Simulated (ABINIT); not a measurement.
Runs of ABINIT 10.8.3 (patched build) on Ge. Symmetry: Fd-3m, No. 227, cubic system. The conventional cell has a = 5.658 Å, b = 5.658 Å, c = 5.658 Å, α = 90.00°, β = 90.00°, γ = 90.00°. Ge (site symmetry -43m) has 4 Ge at 2.45 Å as nearest neighbours. 

| level | potentials or basis | cutoff (eV) | fine-grid cutoff | gap on the mesh (eV) | pressure (GPa) |
| --- | --- | --- | --- | --- | --- |
| OLYP | PseudoDojo NC SR PBE v0.4.1 standard | 1061 | - | 0.31 | (a) |
| BLYP | PseudoDojo NC SR PBE v0.4.1 standard | 1061 | - | none | 6.7 |
| LDA-VWN | PseudoDojo NC SR LDA v0.4.1 standard | 1061 | - | none | -1.4 |
| LDA-PZ | PseudoDojo NC SR LDA v0.4.1 standard | 1061 | - | none | -1.3 |
| WC | PseudoDojo NC SR PBEsol v0.4.1 standard | 1061 | - | none | 0.7 |
| BP86 | PseudoDojo NC SR PBE v0.4.1 standard | 1061 | - | none | (b) |
| HCTH407 | PseudoDojo NC SR PBE v0.4.1 standard | 1061 | - | 0.24 | (c) |
| BP86 | JTH PAW PBE v2.0 | 544 | 1088.46 eV | none | - |

Alike in all rows: task band structure; no spin polarisation; cell as given; k mesh 8 × 8 × 8; smearing fermi-dirac 0.05 eV.

Problem. Fill in the values left out.

Solution. (a) 5.5; (b) 4.1; (c) 5.8.

Caveats: this crystal is a semiconductor, whose small gap the functional closes, so the metal is an error of the method (some runs); the potentials were made for another functional, which shifts forces and pressure (some runs); the PAW data sets were made with another functional, which shifts forces and pressure a little (some runs).

A k mesh can miss the band edges, and the runs leave out spin-orbit coupling on Ge.

A gap of «none» marks a metal or a gap under the smearing width.
